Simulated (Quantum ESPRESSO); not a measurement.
# C (Fd-3m) in Quantum ESPRESSO: further runs

Aim: see how the results for C move with the level of theory and the settings. Levels: PW91, LDA, PBE, r2SCAN-X. Tasks: molecular dynamics, relaxation of cell and atoms, single point.

Everything below comes from runs of Quantum ESPRESSO 7.5. Logs are shortened: lines on timing, memory, paths and dates and some standing lists are left out, and cuts for length are marked.

### Step 1. The structure

The structure is cubic, space group Fd-3m (No. 227). Conventional cell: a = 3.567 Å, b = 3.567 Å, c = 3.567 Å, α = 90.00°, β = 90.00°, γ = 90.00°. C (site symmetry -43m) is surrounded by 4 C at 1.54 Å.

This isn't the form of C at room conditions, which is graphite.

### Step 2. Molecular dynamics, PW91 (atoms moved at random, drawn with an rms of 0.05 Å)

pw.in reads:

```
&CONTROL
  calculation = 'md'
  prefix = 'pwscf'
  outdir = './tmp'
  pseudo_dir = './pseudo'
  tprnfor = .true.
  disk_io = 'low'
  nstep = 20
  dt = 40
/
&SYSTEM
  ibrav = 0
  nat = 2
  ntyp = 1
  ecutwfc = 45
  ecutrho = 360
  nbnd = 9
  input_dft = 'pw91'
  occupations = 'smearing'
  smearing = 'mp'
  degauss = 0.00367493
  nosym = .true.
/
&ELECTRONS
  conv_thr = 1d-08
  electron_maxstep = 120
  mixing_beta = 0.5
/
&IONS
  ion_temperature = 'svr'
  tempw = 900
  nraise = 5
  pot_extrapolation = 'second_order'
  wfc_extrapolation = 'second_order'
/
ATOMIC_SPECIES
C     12.0110 c_pbe_v1.2.uspp.F.UPF
CELL_PARAMETERS angstrom
   0.0000000000    1.7833700000    1.7833700000
   1.7833700000    0.0000000000    1.7833700000
   1.7833700000    1.7833700000    0.0000000000
ATOMIC_POSITIONS crystal
C      0.7477760000    0.7530630000    0.7541630000
C      0.4892810000    0.4986030000    0.4935990000
K_POINTS automatic
11 11 11 0 0 0
```

Potentials or basis: GBRV 1.5 PBE.

Command:

```sh
$ OMP_NUM_THREADS=1 pw.x -in pw.in > pw.out
```

pw.out:

```text
This program is part of the open-source Quantum ESPRESSO suite
     for quantum simulation of materials; please cite
         "P. Giannozzi et al., J. Phys.:Condens. Matter 21 395502 (2009);
         "P. Giannozzi et al., J. Phys.:Condens. Matter 29 465901 (2017);
         "P. Giannozzi et al., J. Chem. Phys. 152 154105 (2020);
     in publications or presentations arising from this work. More details at

     IMPORTANT: XC functional enforced from input :
     Exchange-correlation= PW91
                           (   1   4   2   2   0   0   0)
     Any further DFT definition will be discarded
     Please, verify this is what you really want

     G-vector sticks info
     --------------------
     sticks:   dense  smooth     PW     G-vecs:    dense   smooth      PW
     Sum         559     283    109                 8801     3119     701

     Using Slab Decomposition

     bravais-lattice index     =            0
     lattice parameter (alat)  =       4.7660  a.u.
     unit-cell volume          =      76.5510 (a.u.)^3
     number of atoms/cell      =            2
     number of atomic types    =            1
     number of electrons       =         8.00
     number of Kohn-Sham states=            9
     kinetic-energy cutoff     =      45.0000  Ry
     charge density cutoff     =     360.0000  Ry
     scf convergence threshold =      1.0E-08
     mixing beta               =       0.5000
     number of iterations used =            8  plain     mixing
     energy convergence thresh.=      0.0E+00
     force convergence thresh. =      0.0E+00
     Exchange-correlation= PW91
                           (   1   4   2   2   0   0   0)
     nstep                     =           20

     celldm(1)=   4.766014  celldm(2)=   0.000000  celldm(3)=   0.000000
     celldm(4)=   0.000000  celldm(5)=   0.000000  celldm(6)=   0.000000

     crystal axes: (cart. coord. in units of alat)
               a(1) = (   0.000000   0.707107   0.707107 )
               a(2) = (   0.707107   0.000000   0.707107 )
               a(3) = (   0.707107   0.707107   0.000000 )

     reciprocal axes: (cart. coord. in units 2 pi/alat)
               b(1) = ( -0.707107  0.707107  0.707107 )
               b(2) = (  0.707107 -0.707107  0.707107 )
               b(3) = (  0.707107  0.707107 -0.707107 )

     PseudoPot. # 1 for C  read from file:
     c_pbe_v1.2.uspp.F.UPF
     Pseudo is Ultrasoft + core correction, Zval =  4.0
     Generated by new atomic code, or converted to UPF format
     Using radial grid of  721 points,  4 beta functions with:
                l(1) =   0
                l(2) =   0
                l(3) =   1
                l(4) =   1
     Q(r) pseudized with  8 coefficients,  rinner =    1.100   1.100   1.100

     atomic species   valence    mass     pseudopotential
     C                 4.00    12.01100     C ( 1.00)

     No symmetry found

   Cartesian axes

     site n.     atom                  positions (alat units)
         1        C      tau(   1) = (   1.0657697   1.0620313   1.0612534  )
         2        C      tau(   2) = (   0.7015928   0.6950011   0.6985395  )

     number of k points=   666  Methfessel-Paxton smearing, width (Ry)=  0.0037

     Number of k-points >= 100: set verbosity='high' to print them.

     Dense  grid:     8801 G-vectors     FFT dimensions: (  30,  30,  30)

     Smooth grid:     3119 G-vectors     FFT dimensions: (  24,  24,  24)

     Initial potential from superposition of free atoms

     starting charge       7.9999, renormalised to       8.0000
     Starting wfcs are    8 randomized atomic wfcs +    1 random wfcs

     Self-consistent Calculation

     iteration #  1     ecut=    45.00 Ry     beta= 0.50
     Davidson diagonalization with overlap
     ethr =  1.00E-02,  avg # of iterations =  4.3

     total energy              =     -22.98742279 Ry
     estimated scf accuracy    <       0.12026222 Ry
[... 29 lines left out ...]
     iteration #  6     ecut=    45.00 Ry     beta= 0.50
     Davidson diagonalization with overlap
     ethr =  9.59E-10,  avg # of iterations =  1.9

     End of self-consistent calculation

     Number of k-points >= 100: set verbosity='high' to print the bands.

     the Fermi energy is    16.8174 ev

!    total energy              =     -22.98699183 Ry
     estimated scf accuracy    <          3.1E-09 Ry
     smearing contrib. (-TS)   =       0.00000000 Ry
     internal energy E=F+TS    =     -22.98699183 Ry

     convergence has been achieved in   6 iterations

     Forces acting on atoms (cartesian axes, Ry/au):

     atom    1 type  1   force =    -0.03501676   -0.04608234   -0.02910595
     atom    2 type  1   force =     0.03501676    0.04608234    0.02910595

     Total force =     0.091618     Total SCF correction =     0.000005

     Molecular Dynamics Calculation

     Starting temperature  =   900.00 K

     temperature is controlled by stochastic velocity rescaling
     Characteristic time   =  5*timestep
     mass C                =    12.01
     Time step             =    40.00 a.u.,  1.9351 femto-seconds

     Entering Dynamics:    iteration =     1
                           time      =   0.0019 pico-seconds

     Canonical sampling velocity rescaling

ATOMIC_POSITIONS (crystal)
C                0.7510473891        0.7511807788        0.7617253057
C                0.4860096109        0.5004852212        0.4860366943

     kinetic energy (Ekin) =           0.01442010 Ry
     temperature           =        1517.83598747 K
     Ekin + Etot (const)   =         -22.97257173 Ry

     Linear momentum :    0.0000000000   -0.0000000000   -0.0000000000

     NEW-OLD atomic charge density approx. for the potential

     Self-consistent Calculation

     iteration #  1     ecut=    45.00 Ry     beta= 0.50
     Davidson diagonalization with overlap
     ethr =  1.00E-06,  avg # of iterations =  6.8

     total energy              =     -22.97967753 Ry
     estimated scf accuracy    <       0.00027181 Ry
[... 15 lines left out ...]
     iteration #  4     ecut=    45.00 Ry     beta= 0.50
     Davidson diagonalization with overlap
     ethr =  9.54E-09,  avg # of iterations =  1.1

     End of self-consistent calculation

     Number of k-points >= 100: set verbosity='high' to print the bands.

     the Fermi energy is    16.7873 ev

!    total energy              =     -22.97968235 Ry
     estimated scf accuracy    <          3.2E-09 Ry
     smearing contrib. (-TS)   =       0.00000000 Ry
     internal energy E=F+TS    =     -22.97968235 Ry

     convergence has been achieved in   4 iterations

     Forces acting on atoms (cartesian axes, Ry/au):

     atom    1 type  1   force =    -0.05832673   -0.09760206   -0.02462384
     atom    2 type  1   force =     0.05832673    0.09760206    0.02462384

     Total force =     0.164527     Total SCF correction =     0.000073

     Entering Dynamics:    iteration =     2
                           time      =   0.0039 pico-seconds

     Canonical sampling velocity rescaling

ATOMIC_POSITIONS (crystal)
C                0.7521487967        0.7500675659        0.7646271568
C                0.4849082033        0.5015984341        0.4831348432

     kinetic energy (Ekin) =           0.00365590 Ry
     temperature           =         384.81401401 K
     Ekin + Etot (const)   =         -22.97602645 Ry

     Linear momentum :    0.0000000000   -0.0000000000   -0.0000000000

     first order wave-functions extrapolation
     first order charge density extrapolation

     Self-consistent Calculation

[... 50 further cycles ...]
     iteration #  2     ecut=    45.00 Ry     beta= 0.50
     Davidson diagonalization with overlap
     ethr =  2.65E-08,  avg # of iterations =  1.0

     total energy              =     -22.97919693 Ry
     estimated scf accuracy    <       0.00000036 Ry
[... 8 lines left out ...]
     iteration #  4     ecut=    45.00 Ry     beta= 0.50
     Davidson diagonalization with overlap
     ethr =  2.04E-10,  avg # of iterations =  1.1

     End of self-consistent calculation

     Number of k-points >= 100: set verbosity='high' to print the bands.

     the Fermi energy is    16.7963 ev

!    total energy              =     -22.97919699 Ry
     estimated scf accuracy    <          2.4E-09 Ry
     smearing contrib. (-TS)   =       0.00000000 Ry
     internal energy E=F+TS    =     -22.97919699 Ry

     convergence has been achieved in   4 iterations

     Forces acting on atoms (cartesian axes, Ry/au):

     atom    1 type  1   force =    -0.05739545   -0.09708159   -0.03225914
     atom    2 type  1   force =     0.05739545    0.09708159    0.03225914

     Total force =     0.165890     Total SCF correction =     0.000020

     Entering Dynamics:    iteration =    18
                           time      =   0.0348 pico-seconds

     Canonical sampling velocity rescaling

ATOMIC_POSITIONS (crystal)
C                0.7476354243        0.7505035284        0.7545558895
C                0.4894215757        0.5011624716        0.4932061105

     kinetic energy (Ekin) =           0.01130213 Ry
     temperature           =        1189.64355176 K
     Ekin + Etot (const)   =         -22.96789486 Ry

     Linear momentum :   -0.0000000000    0.0000000000   -0.0000000000

     second order wave-functions extrapolation
     second order charge density extrapolation

     Self-consistent Calculation

     iteration #  1     ecut=    45.00 Ry     beta= 0.50
     Davidson diagonalization with overlap
     ethr =  1.00E-06,  avg # of iterations =  5.1

     Threshold (ethr) on eigenvalues was too large:
     Diagonalizing with lowered threshold

     Davidson diagonalization with overlap
     ethr =  1.73E-08,  avg # of iterations =  2.0

     total energy              =     -22.98776498 Ry
     estimated scf accuracy    <       0.00000141 Ry
[... 8 lines left out ...]
     iteration #  3     ecut=    45.00 Ry     beta= 0.50
     Davidson diagonalization with overlap
     ethr =  3.12E-09,  avg # of iterations =  1.0

     End of self-consistent calculation

     Number of k-points >= 100: set verbosity='high' to print the bands.

     the Fermi energy is    16.8288 ev

!    total energy              =     -22.98776528 Ry
     estimated scf accuracy    <          6.4E-09 Ry
     smearing contrib. (-TS)   =       0.00000000 Ry
     internal energy E=F+TS    =     -22.98776528 Ry

     convergence has been achieved in   3 iterations

     Forces acting on atoms (cartesian axes, Ry/au):

     atom    1 type  1   force =    -0.02536183   -0.04904682   -0.01637906
     atom    2 type  1   force =     0.02536183    0.04904682    0.01637906

     Total force =     0.081450     Total SCF correction =     0.000034

     Entering Dynamics:    iteration =    19
                           time      =   0.0368 pico-seconds

     Canonical sampling velocity rescaling

ATOMIC_POSITIONS (crystal)
C                0.7418393210        0.7489179477        0.7455308923
C                0.4952176790        0.5027480523        0.5022311077

     kinetic energy (Ekin) =           0.02641001 Ry
     temperature           =        2779.87405980 K
     Ekin + Etot (const)   =         -22.96135527 Ry

     Linear momentum :   -0.0000000000    0.0000000000    0.0000000000

     second order wave-functions extrapolation
     second order charge density extrapolation

     Self-consistent Calculation

     iteration #  1     ecut=    45.00 Ry     beta= 0.50
     Davidson diagonalization with overlap
     ethr =  1.00E-06,  avg # of iterations =  6.7

     Threshold (ethr) on eigenvalues was too large:
     Diagonalizing with lowered threshold

     Davidson diagonalization with overlap
     ethr =  6.22E-08,  avg # of iterations =  1.4

     total energy              =     -22.98890199 Ry
     estimated scf accuracy    <       0.00000507 Ry
[... 15 lines left out ...]
     iteration #  4     ecut=    45.00 Ry     beta= 0.50
     Davidson diagonalization with overlap
     ethr =  2.20E-10,  avg # of iterations =  1.8

     End of self-consistent calculation

     Number of k-points >= 100: set verbosity='high' to print the bands.

     the Fermi energy is    13.9532 ev

!    total energy              =     -22.98890279 Ry
     estimated scf accuracy    <          1.0E-09 Ry
     smearing contrib. (-TS)   =       0.00000000 Ry
     internal energy E=F+TS    =     -22.98890279 Ry

     convergence has been achieved in   4 iterations

     Forces acting on atoms (cartesian axes, Ry/au):

     atom    1 type  1   force =     0.02818960    0.02706962    0.02014468
     atom    2 type  1   force =    -0.02818960   -0.02706962   -0.02014468

     Total force =     0.062181     Total SCF correction =     0.000014

     Entering Dynamics:    iteration =    20
                           time      =   0.0387 pico-seconds

     Canonical sampling velocity rescaling

ATOMIC_POSITIONS (crystal)
C                0.7365654924        0.7478234921        0.7374381978
C                0.5004915076        0.5038425079        0.5103238022

     kinetic energy (Ekin) =           0.02618929 Ry
     temperature           =        2756.64149884 K
     Ekin + Etot (const)   =         -22.96271349 Ry

     Linear momentum :   -0.0000000000   -0.0000000000   -0.0000000000

     The maximum number of steps has been reached.

     End of molecular dynamics calculation

     diffusion coefficients :
     atom     1   D =       0.00000210 cm^2/s
     atom     2   D =       0.00000210 cm^2/s

     < D > =       0.00000210 cm^2/s

=------------------------------------------------------------------------------=
   JOB DONE.
=------------------------------------------------------------------------------=
```

Run time: 4.6 min. Hardware: 1 thread of Intel Xeon at 2.80GHz (Skylake/Cascade Lake), shared host; peak memory 0.07 GiB.

The path:
| step | potential energy change (eV) | largest force (eV/Å) | temperature (K) |
| --- | --- | --- | --- |
| 1 | 0.0000 | 1.6657 | 1518 |
| 2 | 0.0995 | 2.9912 | 385 |
| 3 | 0.1489 | 3.4728 | 39 |
| 4 | 0.1379 | 3.4033 | 196 |
| 5 | 0.0578 | 2.6016 | 387 |
| 6 | -0.0088 | 1.5358 | 978 |
| 7 | -0.0420 | 0.1057 | 1532 |
| 8 | 0.0047 | 1.9182 | 978 |
| 9 | 0.0904 | 3.2798 | 360 |
| 10 | 0.1381 | 3.8294 | 8 |
| 11 | 0.0980 | 3.3207 | 1863 |
| 12 | -0.0204 | 1.2538 | 3654 |
| 13 | 0.0295 | 2.1319 | 3683 |
| 14 | 0.2209 | 3.6607 | 1465 |
| 15 | 0.3662 | 4.3758 | 213 |
| 16 | 0.3863 | 4.5090 | 60 |
| 17 | 0.3045 | 4.2387 | 1214 |
| 18 | 0.1061 | 3.0160 | 1190 |
| 19 | -0.0105 | 1.4808 | 2780 |
| 20 | -0.0260 | 1.1305 | 2757 |

Caveat: the potentials were made for another functional, which shifts forces and pressure.

### Step 3. Relaxation of cell and atoms, LDA

run.py reads:

```python
import numpy as np
from ase.calculators.espresso import Espresso, EspressoProfile
from ase.io import read

atoms = read('C.cif')

input_data = {
    'control': {'calculation': 'scf', 'prefix': 'pwscf', 'outdir': './tmp', 'tprnfor': True, 'tstress': True, 'disk_io': 'low'},
    'system': {'ecutwfc': 36.0, 'ecutrho': 216.0, 'nbnd': 9, 'occupations': 'smearing', 'smearing': 'mp', 'degauss': 0.00999582},
    'electrons': {'conv_thr': 4e-10, 'electron_maxstep': 120, 'mixing_beta': 0.5},
}
pseudopotentials = {'C': 'C.LDA_PW-JTH.UPF'}
profile = EspressoProfile(command='pw.x', pseudo_dir='pseudo')
dft = Espresso(profile=profile, input_data=input_data, pseudopotentials=pseudopotentials, kpts=(13, 13, 13), koffset=(0, 0, 0))
atoms.calc = dft

from ase.optimize import BFGS
from ase.filters import FrechetCellFilter
done = BFGS(FrechetCellFilter(atoms), trajectory='opt.traj').run(fmax=0.02, steps=30)
print('converged', done)
print('cell (A)', np.round(atoms.cell.cellpar(), 5))
print(f'energy {atoms.get_potential_energy():.8f} eV')
print('forces (eV/A)')
print(np.round(atoms.get_forces(), 6))
print('stress (eV/A^3, Voigt)')
print(np.round(atoms.get_stress(), 8))
print(f'Fermi level {dft.get_fermi_level():.4f} eV')
```

C.cif reads:

```cif
data_C
_cell_length_a 2.52206604
_cell_length_b 2.52206604
_cell_length_c 2.52206604
_cell_angle_alpha 60.00000000
_cell_angle_beta 60.00000000
_cell_angle_gamma 60.00000000
_space_group_name_H-M_alt 'P1'
_space_group_name_Hall 'P 1'
_space_group_IT_number 1
loop_
_space_group_symop_operation_xyz
'x,y,z'
loop_
_atom_site_label
_atom_site_type_symbol
_atom_site_symmetry_multiplicity
_atom_site_Wyckoff_symbol
_atom_site_fract_x
_atom_site_fract_y
_atom_site_fract_z
_atom_site_occupancy
C1 C 1 a 0.7500000000 0.7500000000 0.7500000000 1
C2 C 1 a 0.5000000000 0.5000000000 0.5000000000 1
```

Potentials or basis: JTH 2.0 LDA.

Command:

```sh
$ OMP_NUM_THREADS=1 python run.py
```

Wall time 13 s (1 thread of Intel Xeon at 2.80GHz (Skylake/Cascade Lake), shared host); peak memory 0.09 GiB.

It converged, with:

```
Free energy               : -484.9769 eV
Energy gained by relaxing : 7.7 meV/atom
Ionic steps               : 3
Band gap on the k mesh    : 4.18 eV, indirect (least direct gap 5.63 eV)
```

Levels at points of the mesh, in eV from the valence-band top:
```tsv
k point	band 1	band 2	band 3	band 4	band 5	band 6	band 7	band 8	band 9
(0.00, 0.00, 0.00)	-21.74	0.00	0.00	0.00	5.63	5.63	5.63	14.25	19.41
```

Caveat: this smearing can shift energies of a crystal with a gap; an odd mesh through Γ misses points on the zone boundary, where band edges often lie.

[end of part 1 of 2]
